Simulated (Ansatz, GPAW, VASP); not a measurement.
**Pd: 4 runs at one level of theory**

```
CELL_PARAMETERS angstrom
0.00000 1.94650 1.94650
1.94650 0.00000 1.94650
1.94650 1.94650 0.00000
ATOMIC_POSITIONS crystal
Pd 0.00000 0.00000 0.00000
```

Alike in all runs: task single point; functional PBE; k mesh 12 × 12 × 12; occupations gaussian, width 0.1 eV; no spin polarisation; no spin-orbit coupling. Pressure is positive in compression and, in plane waves, holds the error of the finite cutoff, which Ansatz's Pulay term estimates and takes out.

```json
{"program and potentials": "Ansatz, Ansatz PAW", "plane-wave cutoff (eV)": "420", "notes": "18 valence electrons an atom on average; Pulay term of +0.07 GPa included", "band gap (eV)": "no gap", "pressure (GPa)": "6.89"}
{"program and potentials": "VASP, PBE PAW files Pd_GW, 550 eV", "plane-wave cutoff (eV)": "550", "notes": "10 valence electrons an atom on average", "band gap (eV)": "no gap", "pressure (GPa)": "5.66"}
{"program and potentials": "GPAW, GPAW PAW data sets (gpaw-data 1.2.1)", "plane-wave cutoff (eV)": "600", "notes": "16 valence electrons an atom on average", "band gap (eV)": "no gap", "pressure (GPa)": "6.85"}
{"program and potentials": "Ansatz, all-electron LAPW, scalar-relativistic", "plane-wave cutoff (eV)": "-", "notes": "-", "band gap (eV)": "no gap", "pressure (GPa)": "6.79"}
```

None finds a gap. The pressure spans 5.66 (VASP, PBE PAW files Pd_GW, 550 eV) to 6.89 GPa (Ansatz, Ansatz PAW), with all-electron results at 6.79.

The functional is the same throughout but for its coding, so the spread measures potentials, basis and numerics; runs on potential files found faulty are left out.
